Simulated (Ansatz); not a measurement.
**Bi2Te3: response to strain**

Aim: deform Bi2Te3 (equal xy, yz and zx engineering shear strains of +3 %) and compute stress, forces and field gradients with LAPW, PAW and all-electron datasets made for the crystal.

Program: Ansatz 0.2.0. Level of theory: DFT PBE, scalar-relativistic. These are calculated values, not measurements.

## 1. The system as given

The structure is trigonal, space group R-3m (No. 166). Conventional cell: a = 4.386 Å, b = 4.386 Å, c = 30.497 Å, α = 90.00°, β = 90.00°, γ = 120.00°. Bi (site symmetry 3m) is surrounded by 6 Te at 3.07 to 3.25 Å. Te (site symmetry -3m) has 6 Bi at 3.25 Å as nearest neighbours. Te (site symmetry 3m) has 3 Bi at 3.07 Å as nearest neighbours.

As a file:

```
CELL_PARAMETERS angstrom
2.19300 1.26613 10.16567
-2.19300 1.26613 10.16567
0.00000 -2.53226 10.16567
ATOMIC_POSITIONS crystal
Bi 0.40000 0.40000 0.40000
Bi 0.60000 0.60000 0.60000
Te 0.00000 0.00000 0.00000
Te 0.20950 0.20950 0.20950
Te 0.79050 0.79050 0.79050
```

Atoms are numbered in the order of the input: Bi1, Bi2, Te3, Te4, Te5.

## 2. After the deformation

Space group R-3m before, P-1 after.

## 3. Full-potential LAPW

input.yaml

```yaml
crystal:
  lattice:
    - [2.3644775503, 1.4515095211, 10.2175569503]
    - [-2.0215235665, 1.3857195043, 10.1517669336]
    - [0.1145011661, -2.3797738754, 10.1276861161]
  atoms:
    - { symbol: Bi, position: [0.4, 0.4, 0.4] }
    - { symbol: Bi, position: [0.6, 0.6, 0.6] }
    - { symbol: Te, position: [0.0, 0.0, 0.0] }
    - { symbol: Te, position: [0.2095, 0.2095, 0.2095] }
    - { symbol: Te, position: [0.7905, 0.7905, 0.7905] }
kpoints:
  mp_grid: { grid: [7, 7, 7] }
  band_path:
    path:
      - [0.0, 0.0, 0.0]
      - [-0.5, -0.5, -0.5]
      - [0.5, 0.0, 0.0]
      - [0.0, 0.0, 0.0]
      - [0.0, 0.0, 0.5]
      - [0.0, -0.5, 0.0]
      - [0.0, 0.0, 0.0]
      - [0.5, 0.0, 0.5]
      - [-0.5, -0.5, 0.0]
    npoints: 5
scf:
  occupations: { method: fermi_dirac, width: 0.08 }
hamiltonian:
  xc: pbe
  pseudopotentials: { kind: all_electron, lapw: { basis_error: 0.001 } }
output:
  forces: true
  stress: true
  eigenvalues: true
```

Started as:

```bash
> ansatz run input.yaml --threads 2 --pin off --max-ram 6144MiB --backend cpu --events-out ev --progress --plain --runs-dir out
```

## 4. PAW on the default files

input.yaml

```yaml
crystal:
  lattice:
    - [2.3644775503, 1.4515095211, 10.2175569503]
    - [-2.0215235665, 1.3857195043, 10.1517669336]
    - [0.1145011661, -2.3797738754, 10.1276861161]
  atoms:
    - { symbol: Bi, position: [0.4, 0.4, 0.4] }
    - { symbol: Bi, position: [0.6, 0.6, 0.6] }
    - { symbol: Te, position: [0.0, 0.0, 0.0] }
    - { symbol: Te, position: [0.2095, 0.2095, 0.2095] }
    - { symbol: Te, position: [0.7905, 0.7905, 0.7905] }
kpoints:
  mp_grid: { grid: [7, 7, 7] }
scf:
  occupations: { method: fermi_dirac, width: 0.08 }
hamiltonian:
  xc: pbe
  pseudopotentials: { kind: paw }
output:
  forces: true
  stress: true
  eigenvalues: true
  efg: { contact_densities: true }
  write_density: true
  write_potential: true
  elf: true
  volumetric_format: npy
```

## 5. All-electron PAW on datasets made for the crystal

input.yaml: that of step 4 with these lines changed.

```diff
@@ -17,3 +17,3 @@
   xc: pbe
-  pseudopotentials: { kind: paw }
+  pseudopotentials: { kind: all_electron, datasets: crystal }
 output:
@@ -23,5 +23 @@
   efg: { contact_densities: true }
-  write_density: true
-  write_potential: true
-  elf: true
-  volumetric_format: npy
```

(Steps that only read results are left out.)

What does the calculation give? Wanted: pressure; largest shear or deviatoric stress.

**Answer**, as computed:

| quantity | value |
| --- | --- |
| pressure | LAPW 2.01, PAW 2.00, crystal datasets 2.01 GPa |
| largest shear or deviatoric stress (LAPW) | 1.61 GPa |

In words: The largest part of the stress beyond the pressure is 1.61 GPa in size, in the yz component; the atoms are carried along and not relaxed. No run of the undeformed cell stands beside it, so the pressure holds what the given cell had before the change. PAW: stress within 0.02 GPa of LAPW, forces within 1 meV/Å. Crystal datasets: stress within 0.01 GPa of LAPW, forces within 1 meV/Å. Spin-orbit coupling is left out, though the cell holds Bi; in elements this heavy it can shift bands and gaps by tenths of an eV.
